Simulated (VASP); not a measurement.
# KMgF3 (Pm-3m) in VASP: notebook, part 2 of 3

VASP 6.6.1. The steps go on from the part before.

## (3) Relaxation of the atoms, PBEsol (a relaxed cell with its volume scaled by 1.02)

Input file INCAR:

```
ALGO     = Normal         # electronic algorithm
EDIFF    = 1E-7           # SCF threshold, eV
EDIFFG   = -0.01          # ionic threshold
ENCUT    = 600            # plane-wave cutoff, eV
GGA      = PS             # functional
IBRION   = 2              # ionic algorithm
ISIF     = 2              # what is computed and relaxed
ISMEAR   = 0              # smearing method
LASPH    = T              # aspherical terms in the spheres
LCHARG   = F              # write CHGCAR
LREAL    = F              # projectors in reciprocal space
LWAVE    = F              # write WAVECAR
NELM     = 80             # most SCF steps
NSW      = 40             # ionic steps
PREC     = Accurate       # precision mode
SIGMA    = 0.03           # smearing width, eV
```

Input file KPOINTS:

```
k-points
0
Gamma
  8 8 8
```

Input file POSCAR:

```
KMgF3                                   
1.0
    4.0097407663      0.0000000000      0.0000000000
    0.0000000000      4.0097407663      0.0000000000
    0.0000000000      0.0000000000      4.0097407663
  K               Mg              F             
     1     1     3
Direct
     0.5000000000000000    0.5000000000000000    0.5000000000000000
     0.0000000000000000    0.0000000000000000    0.0000000000000000
     0.5000000000000000    0.0000000000000000    0.0000000000000000
     0.0000000000000000    0.5000000000000000    0.0000000000000000
     0.0000000000000000    0.0000000000000000    0.5000000000000000
```

Potentials or basis: VASP PAW PBE potentials, release 64 (K_sv, Mg, F).

Command:

```sh
cat potpaw_PBE.64/K_sv/POTCAR potpaw_PBE.64/Mg/POTCAR potpaw_PBE.64/F/POTCAR > POTCAR
mpirun -np 1 vasp_std > vasp.out
```

OUTCAR:

```text
EDIFF = 1E-7
   EDIFFG = -0.01
   ENCUT = 600
   GGA = PS
   IBRION = 2
   ISIF = 2
   ISMEAR = 0
   LASPH = T
   LREAL = F
   NELM = 80
   NSW = 40
   PREC = Accurate

 ion  position               nearest neighbor table
   1  0.500  0.500  0.500-   3 2.84   4 2.84   5 2.84   3 2.84   4 2.84   3 2.84   5 2.84   3 2.84
                             4 2.84   5 2.84   4 2.84   5 2.84   2 3.47   2 3.47   2 3.47   2 3.47
   2  0.000  0.000  0.000-   3 2.00   4 2.00   5 2.00   5 2.00   4 2.00   3 2.00   1 3.47   1 3.47
                             1 3.47   1 3.47   1 3.47   1 3.47   1 3.47   1 3.47
   3  0.500  0.000  0.000-   2 2.00   2 2.00   1 2.84   1 2.84   1 2.84   1 2.84
   4  0.000  0.500  0.000-   2 2.00   2 2.00   1 2.84   1 2.84   1 2.84   1 2.84
   5  0.000  0.000  0.500-   2 2.00   2 2.00   1 2.84   1 2.84   1 2.84   1 2.84

  LATTYP: Found a simple cubic cell.
 ALAT       =     4.0097407663

  Lattice vectors:

 A1 = (   4.0097407663,   0.0000000000,   0.0000000000)
 A2 = (   0.0000000000,   4.0097407663,   0.0000000000)
 A3 = (   0.0000000000,   0.0000000000,   4.0097407663)

Analysis of symmetry for initial positions (statically):
=====================================================================
 Subroutine PRICEL returns:
 Original cell was already a primitive cell.

 Routine SETGRP: Setting up the symmetry group for a
 simple cubic supercell.

 Subroutine GETGRP returns: Found 48 space group operations
 (whereof 48 operations were pure point group operations)
 out of a pool of 48 trial point group operations.

The static configuration has the point symmetry O_h .

Analysis of symmetry for dynamics (positions and initial velocities):
=====================================================================
 Subroutine PRICEL returns:
 Original cell was already a primitive cell.

 Routine SETGRP: Setting up the symmetry group for a
 simple cubic supercell.

 Subroutine GETGRP returns: Found 48 space group operations
 (whereof 48 operations were pure point group operations)
 out of a pool of 48 trial point group operations.

The dynamic configuration has the point symmetry O_h .
[... 130 lines left out ...]
   GGA     = PS    functional components
   LHFCALC =     F    Hartree Fock is set to
   AEXX    =    0.0000 exact exchange contribution
   IVDW    =     0    specifies the selected vdW correction
   LEPSILON=     F    determine dielectric tensor
   LRPA    =     F    only Hartree local field effects (RPA)
 conjugate gradient relaxation of ions
 non-spin polarized calculation
 Gauss-broadening in eV      SIGMA  =   0.03
  energy-cutoff  :      600.00
  volume of cell :       64.47
 maximum number of plane-waves:      2176
   NGX = 17   NGY = 17   NGZ = 17

 number of electron      32.0000027 magnetization

 Free energy of the ion-electron system (eV)
  ---------------------------------------------------
  ext. energy  EPLUGINS =         0.00000000
  ---------------------------------------------------
  free energy    TOTEN  =       -25.26734843 eV

  energy without entropy =      -25.26734843  energy(sigma->0) =      -25.26734843

 E-fermi :  -1.6585     XC(G=0):  -9.8518

 val. band max:       -1.7977982403   @ k =   0.5000   0.5000   0.5000
 cond. band min:       5.1966922568   @ k =   0.0000   0.0000   0.0000
 fundamental gap:      6.9944904971
 Fermi energy:        -1.6584854237

 k-point     1 :       0.0000    0.0000    0.0000
  band No.  band energies     occupation
      1     -27.3081      2.00000
      2     -21.7623      2.00000
      3     -21.1156      2.00000
      4     -21.1156      2.00000
      5     -10.8700      2.00000
      6     -10.8700      2.00000
[... 541 lines left out ...]
     19       9.9073      0.00000
     20      10.1064      0.00000

 [... further k-points ...]

------------------------ aborting loop because EDIFF is reached ----------------------------------------

  FORCE on cell =-STRESS in cart. coord.  units (eV):
  Direction    XX          YY          ZZ          XY          YZ          ZX
  --------------------------------------------------------------------------------------
  -------------------------------------------------------------------------------------
  Total       -0.5781813     -0.5781813     -0.5781813      0.0000000      0.0000000     -0.0000000
  in kB      -14.3689737    -14.3689737    -14.3689737      0.0000000      0.0000000     -0.0000000
  external PRESSURE =     -14.3689737 kB  Pullay stress =       0.0000000 kB

 VOLUME and BASIS-vectors are now :
 -----------------------------------------------------------------------------
  energy-cutoff  :      600.00
  volume of cell :       64.47
      direct lattice vectors                 reciprocal lattice vectors
     4.009740766  0.000000000  0.000000000     0.249392681  0.000000000  0.000000000
     0.000000000  4.009740766  0.000000000     0.000000000  0.249392681  0.000000000
     0.000000000  0.000000000  4.009740766     0.000000000  0.000000000  0.249392681

 POSITION                                       TOTAL-FORCE (eV/Angst)
 -----------------------------------------------------------------------------------
      2.00487      2.00487      2.00487         0.000000      0.000000      0.000000
      0.00000      0.00000      0.00000         0.000000      0.000000      0.000000
      2.00487      0.00000      0.00000         0.000000      0.000000      0.000000
      0.00000      2.00487      0.00000         0.000000      0.000000      0.000000
      0.00000      0.00000      2.00487         0.000000      0.000000      0.000000
 -----------------------------------------------------------------------------------
    total drift:                                0.000000      0.000000     -0.000000

  FREE ENERGIE OF THE ION-ELECTRON SYSTEM (eV)
  ---------------------------------------------------
  free  energy   TOTEN  =       -25.2673484285 eV

  energy  without entropy=      -25.2673484285  energy(sigma->0) =      -25.26734843

 reached required accuracy - stopping structural energy minimisation
```

It took 16 s on 1 thread of Intel Xeon 6975P-C (Granite Rapids), shared host; peak memory 0.21 GiB.

Results:

```
Free energy             : -25.2673 eV
Pressure after relaxing : -1.4 GPa
Band gap on the k mesh  : 6.99 eV, indirect (least direct gap 7.32 eV)
```

Final structure:
```xyz
5
Lattice="4.0097 0.0000 0.0000 0.0000 4.0097 0.0000 0.0000 0.0000 4.0097" Properties=species:S:1:pos:R:3 pbc="T T T"
K     2.0049    2.0049    2.0049
Mg    0.0000    0.0000    0.0000
F     2.0049    0.0000    0.0000
F     0.0000    2.0049    0.0000
F     0.0000    0.0000    2.0049
```

Caveat: the relaxation stopped at its first step, so nothing moved; the PAW data sets were made with another functional, which shifts forces and pressure a little. A k mesh can miss the band edges.

[end of part 2 of 3]
